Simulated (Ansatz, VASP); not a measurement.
## V: VASP beside Ansatz

Contents of INCAR:

```
SYSTEM = V
PREC = Accurate ; ENCUT = 600
EDIFF = 1E-6 ; ISMEAR = 0
SIGMA = 0.1 ; LREAL = .False.
LASPH = .True. ; NELM = 100
ALGO = Normal ; ISIF = 3
LWAVE = .False. ; LCHARG = .False.
GGA = PE ; IBRION = 2
NSW = 100 ; EDIFFG = -0.01
```

File KPOINTS:

```
regular mesh
0
Gamma
  21 21 6
  0 0 0
```

Contents of POSCAR:

```
V
1.0
    2.6446863934      0.0000000000      0.0000000000
   -1.3223431967      2.2903656017      0.0000000000
    0.0000000000      0.0000000000      9.1425921673
V
4
Direct
    0.0000000000      0.0000000000      0.0000000000
    0.0000000000      0.0000000000      0.5000000000
    0.3333333333      0.6666666667      0.7500000000
    0.6666666667      0.3333333333      0.2500000000
```

Input for Ansatz:

```yaml
crystal:
  lattice:
    - [2.6446863934, 0.0, 0.0]
    - [-1.3223431967, 2.2903656017, 0.0]
    - [0.0, 0.0, 9.1425921673]
  atoms:
    - { symbol: V, position: [0.0, 0.0, 0.0] }
    - { symbol: V, position: [0.0, 0.0, 0.5] }
    - { symbol: V, position: [0.3333333333, 0.6666666667, 0.75] }
    - { symbol: V, position: [0.6666666667, 0.3333333333, 0.25] }
basis:
  ecutwfc: 420
kpoints:
  mp_grid: { grid: [21, 21, 6] }
hamiltonian:
  xc: pbe
scf:
  occupations: { method: gaussian, width: 0.1 }
output:
  forces: true
  stress: true
  eigenvalues: true
relax:
  adjacent_minimum: "off"
  f_tol: 0.01
  max_steps: 80
  cell: { stress_tol: 0.05 }
```

Alike in both runs: task relaxation of cell and atoms; functional PBE; k mesh 21 × 21 × 6; occupations gaussian, width 0.1 eV; no spin polarisation.

|  | VASP | Ansatz |
| --- | --- | --- |
| version | VASP 6.6.1 | Ansatz 0.2.0 |
| potentials or method | VASP PAW PBE potentials, release 64 (V_sv) | scalar-relativistic, plane waves, PAW |
| plane-wave cutoff (eV) | 600 | 420 |
| valence electrons in the cell | 52 | 52 |

Ansatz gave:

- gap on the k mesh at the Fermi level, each at its own relaxed structure (eV): none
- relaxed volume (Å³/atom): 13.85
- relaxed cell length with the largest relative difference (Å): 9.202

Problem. What did VASP give for the same quantities?

Solution. gap on the k mesh at the Fermi level, each at its own relaxed structure (eV): none; relaxed volume (Å³/atom): 13.87; relaxed cell length with the largest relative difference (Å): 9.207.

A gap of «none» marks a metal or a gap that the smearing closes.
